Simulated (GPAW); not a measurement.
## How the functional moves the magnetism of 1 ML Co on Ag(001), 2 substrate layers

Two starts of 1 ML Co on Ag(001), 2 substrate layers are run at each set of the functional. What moves?

Program: GPAW 26.7.0. Level of theory: several functionals; plane waves with GPAW's PAW setups, scalar-relativistic. Results are calculated unless marked as measured.

Report form: the programs' logs are mostly left out.

### 1. Set-up

The cell holds 3 atoms: 2 Ag and 1 Co. Cell: a = 2.889 Å, b = 2.889 Å, c = 17.800 Å, α = 90.0°, β = 90.0°, γ = 90.0°. pseudomorphic film on the substrate's lattice, hard-sphere layer spacings, unrelaxed, 14 A of vacuum. Vacuum lies along c.

### 2. Set 1 (LDA), start ferro +

Each set takes another functional on the same cell and mesh.

order1.py

```python
import json
import numpy as np
from ase import Atoms
from ase.parallel import paropen, parprint
from gpaw import GPAW

atoms = Atoms(['Ag', 'Ag', 'Co'],
    cell=[[2.888885, 0.0, 0.0],
         [0.0, 2.888885, 0.0],
         [0.0, 0.0, 17.799791]],
    scaled_positions=[[0.0, 0.0, 0.393263],
         [0.5, 0.5, 0.508026],
         [0.0, 0.0, 0.606737]],
    pbc=True,
    magmoms=[0.0, 0.0, 2.0])
atoms.calc = GPAW(mode={'name': 'pw', 'ecut': 550},
    xc='LDA',
    kpts={'size': (10, 10, 1), 'gamma': True},
    occupations={'name': 'fermi-dirac', 'width': 0.1},
    convergence={'density': 1e-05, 'energy': 1e-05},
    maxiter=200,
    symmetry={'tolerance': 1e-4},
    txt='order1.txt')
e = atoms.get_potential_energy(force_consistent=True)
res = {'free_energy': e, 'energy_sigma0': atoms.get_potential_energy(), 'fermi_energy': atoms.calc.get_fermi_level()}
res['moments'] = atoms.get_magnetic_moments().tolist()
res['total'] = atoms.get_magnetic_moment()
parprint('site moments (muB):', np.round(res['moments'], 3))
parprint(f"total moment: {res['total']:.3f} muB")
parprint(f'free energy: {e:.6f} eV')
atoms.calc.write('order1.gpw')
with paropen('results.json', 'w') as f:
    json.dump(res, f)
```

The run is started by

```sh
$ OMP_NUM_THREADS=1 mpirun -n 2 gpaw python order1.py > order1.log
```

Run time: 99 s. Hardware: 2 MPI ranks of Arm Neoverse N1, shared host; peak memory 0.54 GiB.

Spin moment in the augmentation sphere by atom:

```
atom  spin moment in the augmentation sphere (μB)
 Ag1                                         0.00
 Ag2                                         0.01
 Co3                                         1.88
```

Read from the output:

| Quantity | Value |
| --- | --- |
| magnetization | 1.921 μB |
| final state | ferromagnetic |

After 16 cycles the largest moment stands at 1.88 μB.

### 3. Set 1 (LDA), start antiferro q=(1/2,1/2,0) +-

The second start gives the energy difference between the two end states, the quantity that is followed from set to set. Its q is in fractions of the reciprocal vectors of the first run's cell.

order2.py

```python
import json
import numpy as np
from ase import Atoms
from ase.parallel import paropen, parprint
from gpaw import GPAW

atoms = Atoms(['Ag', 'Ag', 'Ag', 'Ag', 'Co', 'Co'],
    cell=[[5.77777, 0.0, 0.0],
         [2.888885, 2.888885, 0.0],
         [0.0, 0.0, 17.799791]],
    scaled_positions=[[0.0, 0.0, 0.393263],
         [0.5, 0.0, 0.393263],
         [0.0, 0.5, 0.508026],
         [0.5, 0.5, 0.508026],
         [0.0, 0.0, 0.606737],
         [0.5, 0.0, 0.606737]],
    pbc=True,
    magmoms=[0.0, 0.0, 0.0, 0.0, 2.0, -2.0])
atoms.calc = GPAW(mode={'name': 'pw', 'ecut': 550},
    xc='LDA',
    kpts={'size': (5, 10, 1), 'gamma': True},
    occupations={'name': 'fermi-dirac', 'width': 0.1},
    convergence={'density': 1e-05, 'energy': 1e-05},
    maxiter=200,
    symmetry={'tolerance': 1e-4},
    txt='order2.txt')
e = atoms.get_potential_energy(force_consistent=True)
res = {'free_energy': e, 'energy_sigma0': atoms.get_potential_energy(), 'fermi_energy': atoms.calc.get_fermi_level()}
res['moments'] = atoms.get_magnetic_moments().tolist()
res['total'] = atoms.get_magnetic_moment()
parprint('site moments (muB):', np.round(res['moments'], 3))
parprint(f"total moment: {res['total']:.3f} muB")
parprint(f'free energy: {e:.6f} eV')
atoms.calc.write('order2.gpw')
with paropen('results.json', 'w') as f:
    json.dump(res, f)
```

The run is started by

```sh
$ OMP_NUM_THREADS=1 mpirun -n 2 gpaw python order2.py > order2.log
```

The job ended after 13 min (2 MPI ranks; peak memory 1.1 GiB; 25 min of CPU time).

Spin moment in the augmentation sphere by atom:

```
atom  spin moment in the augmentation sphere (μB)
 Ag1                                         0.01
 Ag2                                        -0.01
 Ag3                                         0.00
 Ag4                                         0.00
 Co5                                         1.72
 Co6                                        -1.72
```

Numbers from this step:

```yaml
magnetization: 0 μB
final_state: antiferromagnetic
```

This start lies +220.9 meV a seeded atom from the first; its largest moment is 1.72 μB.

### 4. Set 2 (revPBE), start ferro +

order1.py is the script of step 2 with these lines changed:

```diff
@@ -16,3 +16,3 @@
 atoms.calc = GPAW(mode={'name': 'pw', 'ecut': 550},
-    xc='LDA',
+    xc='revPBE',
     kpts={'size': (10, 10, 1), 'gamma': True},
```

The run is started by

```sh
$ OMP_NUM_THREADS=1 mpirun -n 2 gpaw python order1.py > order1.log
```

Wall time 14 min (2 MPI ranks); peak memory 0.57 GiB.

The run was cut off at its time limit.

It was cut off while still iterating. More time helps where the residual falls; where it has stalled, the mixing must change.

### 5. Set 2 (revPBE), start antiferro q=(1/2,1/2,0) +-

order2.py is the script of step 3 with these lines changed:

```diff
@@ -19,3 +19,3 @@
 atoms.calc = GPAW(mode={'name': 'pw', 'ecut': 550},
-    xc='LDA',
+    xc='revPBE',
     kpts={'size': (5, 10, 1), 'gamma': True},
```

The run is started by

```sh
$ OMP_NUM_THREADS=1 mpirun -n 2 gpaw python order2.py > order2.log
```

Elapsed: 14 min, on 2 MPI ranks; peak memory 1.2 GiB; 29 min of CPU time.

Read from the output:

```
magnetization  : 0 μB
final state    : antiferromagnetic
largest moment : 1.861 μB
```

The largest moment moves by +0.14 μB from set 1, at 1.2 times its CPU time.

### 6. Set 3 (PBE), start ferro +

order1.py is the script of step 4 with these lines changed:

```diff
@@ -16,3 +16,3 @@
 atoms.calc = GPAW(mode={'name': 'pw', 'ecut': 550},
-    xc='revPBE',
+    xc='PBE',
     kpts={'size': (10, 10, 1), 'gamma': True},
```

The run is started by

```sh
$ OMP_NUM_THREADS=1 mpirun -n 2 gpaw python order1.py > order1.log
```

It took 2.5 min on 2 MPI ranks; peak memory 0.56 GiB; 5.1 min of CPU time.

Read from the output:

* magnetization: 1.935 μB
* final state: ferromagnetic
* largest moment: 1.943 μB

The largest moment moves by +0.06 μB from set 1, at 1.5 times its CPU time.

### 7. Set 3 (PBE), start antiferro q=(1/2,1/2,0) +-

order2.py is the script of step 5 with these lines changed:

```diff
@@ -19,3 +19,3 @@
 atoms.calc = GPAW(mode={'name': 'pw', 'ecut': 550},
-    xc='revPBE',
+    xc='PBE',
     kpts={'size': (5, 10, 1), 'gamma': True},
```

The run is started by

```sh
$ OMP_NUM_THREADS=1 mpirun -n 2 gpaw python order2.py > order2.log
```

It took 15 min on 2 MPI ranks; peak memory 1.2 GiB.

Numbers from this step:

| Quantity | Value |
| --- | --- |
| magnetization | 0 μB |
| final state | antiferromagnetic |
| largest moment | 1.841 μB |

This start lies +151.1 meV a seeded atom from the first, a change of -69.8 meV since set 1; its largest moment is 1.84 μB.

### 8. Set 4 (RPBE), start ferro +

order1.py is the script of step 6 with these lines changed:

```diff
@@ -16,3 +16,3 @@
 atoms.calc = GPAW(mode={'name': 'pw', 'ecut': 550},
-    xc='PBE',
+    xc='RPBE',
     kpts={'size': (10, 10, 1), 'gamma': True},
```

The run is started by

```sh
$ OMP_NUM_THREADS=1 mpirun -n 2 gpaw python order1.py > order1.log
```

Elapsed: 13 min, on 2 MPI ranks; peak memory 0.56 GiB.

The run was cut off at its time limit.

It was cut off while still iterating. More time helps where the residual falls; where it has stalled, the mixing must change.

### 9. Set 4 (RPBE), start antiferro q=(1/2,1/2,0) +-

order2.py is the script of step 7 with these lines changed:

```diff
@@ -19,3 +19,3 @@
 atoms.calc = GPAW(mode={'name': 'pw', 'ecut': 550},
-    xc='PBE',
+    xc='RPBE',
     kpts={'size': (5, 10, 1), 'gamma': True},
```

The run is started by

```sh
$ OMP_NUM_THREADS=1 mpirun -n 2 gpaw python order2.py > order2.log
```

It took 13 min on 2 MPI ranks; peak memory 1.2 GiB.

Read from the output:

```yaml
magnetization: 0 μB
final_state: antiferromagnetic
largest_moment: 1.866 μB
```

The largest moment moves by +0.02 μB from set 3, at 0.88 times its CPU time.

### 10. Set 5 (TPSS), start ferro +

order1.py is the script of step 8 with these lines changed:

```diff
@@ -16,3 +16,3 @@
 atoms.calc = GPAW(mode={'name': 'pw', 'ecut': 550},
-    xc='RPBE',
+    xc='TPSS',
     kpts={'size': (10, 10, 1), 'gamma': True},
@@ -21,2 +21,3 @@
     maxiter=200,
+    eigensolver='davidson',
     symmetry={'tolerance': 1e-4},
```

The run is started by

```sh
$ OMP_NUM_THREADS=1 mpirun -n 2 gpaw python order1.py > order1.log
```

Wall time 7.2 min (2 MPI ranks); peak memory 0.82 GiB.

This step gave:

```
magnetization  : 1.944 μB
final state    : ferromagnetic
largest moment : 1.978 μB
```

The largest moment moves by +0.04 μB from set 3, at 2.8 times its CPU time.

### 11. Set 5 (TPSS), start antiferro q=(1/2,1/2,0) +-

order2.py is the script of step 9 with these lines changed:

```diff
@@ -19,3 +19,3 @@
 atoms.calc = GPAW(mode={'name': 'pw', 'ecut': 550},
-    xc='RPBE',
+    xc='TPSS',
     kpts={'size': (5, 10, 1), 'gamma': True},
@@ -24,2 +24,3 @@
     maxiter=200,
+    eigensolver='davidson',
     symmetry={'tolerance': 1e-4},
```

The run is started by

```sh
$ OMP_NUM_THREADS=1 mpirun -n 2 gpaw python order2.py > order2.log
```

Elapsed: 9.7 min, on 2 MPI ranks; peak memory 1.5 GiB.

The run was cut off at its time limit.

It was cut off while still iterating. More time helps where the residual falls; where it has stalled, the mixing must change.

### 12. The sets together

List, by row:

```
set  functional  state from the first start  state from the second start  second less first (meV a seeded atom)  moment, first (μB)  moment, second (μB)  CPU time (s)
   1         LDA               ferromagnetic            antiferromagnetic                                  220.9               1.879                1.721          1701
   3         PBE               ferromagnetic            antiferromagnetic                                  151.1               1.943                1.841          2127
```

### 13. Results

| Quantity | Value |
| --- | --- |
| range of the moment in the table, first start | 1.88 to 1.94 μB |
| range of CPU time | 28 min to 35 min |
| range of the energy difference | 151 to 221 meV a seeded atom |

What this shows: For the first start the functionals give moments from 1.88 to 1.94 μB and energy differences from 151 to 221 meV a seeded atom; all use the same cell, so differences in their own lattice constants don't enter. The first start ends lower on every set of the table. The other start's moment moves more, from 1.7 to 1.84 μB. Sets 2, 4 and 5 gave no pair of finished runs and are missing from the table.

[Logs and program files are shortened in this print: banners, set-up blocks, solver, clock and traceback lines can be left out without a mark of their own.]

[Logs are printed without paths, hosts, clocks, repeated set-up lines and the standing remarks that a program may print on its own settings, such as how far it seeks lower states.]

[Hosts, paths, dates, database ids (printed as entryN), source tags and the programs' standing remarks are cut or masked in the printed files.]

[Where a cell is said to come from a database of computed structures, the database is the Materials Project.]
